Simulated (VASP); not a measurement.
Write the native input for VASP 6.6.1 that does the following.

```
Task                   : relaxation of shape and atoms at fixed volume
Functional             : PBE
Dispersion             : D3(BJ)
Potentials or basis    : VASP PAW PBE potentials, release 64 (W_sv, Se)
Cutoff                 : 600 eV
k mesh                 : 9 × 9 × 2
Occupations            : gaussian, width 0.03 eV
Spin                   : no spin polarisation
Further INCAR settings : ALGO = Fast; EDIFF = 1e-07; IBRION = 2; EDIFFG = -0.01; NSW = 40; ISIF = 4
```

The structure of WSe2 lies in POSCAR:

```
WSe2                                    
1.0
    3.3457009662      0.0000000000      0.0000000000
   -1.6728504831      2.8974620302      0.0000000000
    0.0000000000      0.0000000000     13.0425388147
  W               Se            
     2     4
Direct
     0.3333333332999970    0.6666666667000030    0.2500000000000000
     0.6666666667000030    0.3333333332999970    0.7500000000000000
     0.3333333332999970    0.6666666667000030    0.6181949418054202
     0.6666666667000030    0.3333333332999970    0.1181949418054202
     0.3333333332999970    0.6666666667000030    0.8818050581945798
     0.6666666667000030    0.3333333332999970    0.3818050581945798
```

The cell isn't the ideal one: a relaxed cell with its volume scaled by 1.06.

One way to write it, as run:

INCAR

```
SYSTEM = WSe2
  PREC = Accurate
  ENCUT = 600
  EDIFF = 1E-7
  ISMEAR = 0
  SIGMA = 0.03
  LREAL = .FALSE.
  LASPH = .TRUE.
  NELM = 80
  ALGO = Fast
  ISIF = 4
  LWAVE = .FALSE.
  LCHARG = .FALSE.
  GGA = PE
  IVDW = 12
  IBRION = 2
  NSW = 40
  EDIFFG = -0.01
  KPAR = 2
```

KPOINTS

```
Automatic mesh
0
G
  9 9 2
  0 0 0
```

Potentials or basis: VASP PAW PBE potentials, release 64 (W_sv, Se).

Command:

```bash
$ cat potpaw_PBE.64/W_sv/POTCAR potpaw_PBE.64/Se/POTCAR > POTCAR
$ mpirun -np 2 vasp_std > vasp.out
```

It gave:

- Energy gained by relaxing: 20.4 meV/atom
- Ionic steps: 8
- Pressure after relaxing: -2.0 GPa
- Band gap on the k mesh: 1.18 eV, indirect (least direct gap 1.52 eV)
- Dispersion energy per atom: -0.447 eV

Caveat: spin-orbit coupling is left out, which moves the levels of the heavy elements; an odd mesh through Γ misses points on the zone boundary, where band edges often lie.

It took 7.2 min on 2 MPI ranks on Intel(R) Xeon(R) Platinum 8375C CPU @ 2.90GHz (Ice Lake), with other jobs on the host, peak memory 0.35 GiB a rank.
